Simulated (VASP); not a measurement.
Si12C11 (a cell with a defect): single point with PBEsol

Crystal: Si12C11 (a cell with a defect).

```
CELL_PARAMETERS angstrom
0.00000 6.53700 6.53700
4.35800 0.00000 4.35800
4.35800 4.35800 0.00000
ATOMIC_POSITIONS crystal
Si 0.00000 0.00000 0.00000
Si 0.00000 0.00000 0.50000
Si 0.00000 0.50000 0.00000
Si 0.00000 0.50000 0.50000
Si 0.33333 0.00000 0.00000
Si 0.33333 0.00000 0.50000
Si 0.33333 0.50000 0.00000
Si 0.33333 0.50000 0.50000
Si 0.66667 0.00000 0.00000
Si 0.66667 0.00000 0.50000
Si 0.66667 0.50000 0.00000
Si 0.66667 0.50000 0.50000
C 0.08333 0.12500 0.62500
C 0.08333 0.62500 0.12500
C 0.08333 0.62500 0.62500
C 0.41667 0.12500 0.12500
C 0.41667 0.12500 0.62500
C 0.41667 0.62500 0.12500
C 0.41667 0.62500 0.62500
C 0.75000 0.12500 0.12500
C 0.75000 0.12500 0.62500
C 0.75000 0.62500 0.12500
C 0.75000 0.62500 0.62500
```

| Item | Value |
| --- | --- |
| Program | VASP 6.6.1 |
| Task | single point |
| Functional | PBEsol |
| Potentials or basis | VASP PAW PBE potentials, release 64 (Si, C) |
| Cutoff | 450 eV |
| k mesh | 2 × 3 × 3 |
| Occupations | gaussian, width 0.03 eV |
| Spin | collinear spin, ferromagnetic start |
| Starting moments | [0.25, 0.25, 0.25, 0.0, 0.25, 0.0, 0.0, 0.0, 0.0, 0.0, 0.0, 0.0, 0.0, 0.0, 0.0, 0.0, 0.0, 0.0, 0.0, 0.0, 0.0, 0.0, 0.0] μB |
| Fixed moment | 1 μB |
| Dq | 1 |
| Further INCAR settings | LREAL = Auto; ALGO = Normal; EDIFF = 1e-05; NELECT = 91.0 |

The largest force is 0.964 eV/Å and the net moment is 1.00 μB per cell. The site moments are Si +0.10, +0.08, -0.00, +0.04, +0.00, +0.01; C +0.02, +0.01, -0.00 μB and the valence electrons inside the program's atomic spheres are Si 1.62, 1.61, 1.67, 1.60, 1.65, 1.66; C 2.51, 2.52.

Forces on the atoms (eV/Å):
```
Si  -0.563 -0.475 -0.475
Si   0.496  0.609 -0.559
Si   0.496 -0.559  0.609
Si   0.233 -0.176 -0.176
Si  -0.403  0.417  0.417
Si  -0.164  0.298 -0.135
Si  -0.164 -0.135  0.298
Si   0.117  0.185  0.185
Si  -0.462  0.199  0.199
Si  -0.095  0.412 -0.195
Si  -0.095 -0.195  0.412
Si   0.277  0.007  0.007
C   -0.022 -0.040  0.495
C   -0.022  0.495 -0.040
C   -0.512  0.001  0.001
C    0.261 -0.346 -0.346
C    0.395 -0.390 -0.370
C    0.395 -0.370 -0.390
C    0.017 -0.059 -0.059
C    0.410  0.087  0.087
C   -0.292 -0.289  0.296
C   -0.292  0.296 -0.289
C   -0.010  0.028  0.028
```

Wall time 4 min on 1 thread of Intel(R) Xeon(R) 6975P-C (Granite Rapids) (shared host), peak memory 0.53 GiB.

Caveat: the k mesh is coarse (spacing up to 0.42 Å⁻¹), so the values aren't converged; the PAW data sets were made with another functional, which shifts forces and pressure a little; the total moment is fixed, so each spin has its own Fermi level.
